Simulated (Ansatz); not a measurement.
Input of an Ansatz 0.2.0 run:

Contents of input.yaml:

```yaml
crystal:
  lattice:
    - [-3.706358277, 3.706358277, 2.0208764669]
    - [3.706358277, -3.706358277, 2.0208764669]
    - [3.706358277, 3.706358277, -2.0208764669]
  atoms:
    - { symbol: Sr, position: [0.0, 0.0, 0.0] }
    - { symbol: Sr, position: [0.75, 0.25, 0.5] }
hamiltonian:
  xc: pbe
  pseudopotentials: { kind: paw }
kpoints:
  mp_grid: { grid: [8, 8, 8] }
scf:
  occupations: { method: fermi_dirac, width: 0.05 }
output:
  forces: true
  stress: true
  eigenvalues: true
  write_density: true
  write_potential: true
  elf: true
  volumetric_format: npy
relax:
  f_tol: 0.01
  max_steps: 40
  cell: { stress_tol: 0.05 }
```

Potentials or basis: Ansatz PAW.

The run is started by

```sh
$ ansatz run input.yaml --threads 2 --pin off --max-ram 5632MiB --backend cpu --events-out ev --progress --plain --runs-dir out
```

(1) What does it give for the relaxed cell?

(2) Predict the relaxed volume.

(3) Predict the space group after relaxing (to 0.05 Å).

Answers

(1) a = 5.638 Å, b = 5.638 Å, c = 5.638 Å, α = 97.24°, β = 97.24°, γ = 138.42°.

(2) 55.60 Å³/atom.

(3) I4_1/amd (No. 141).
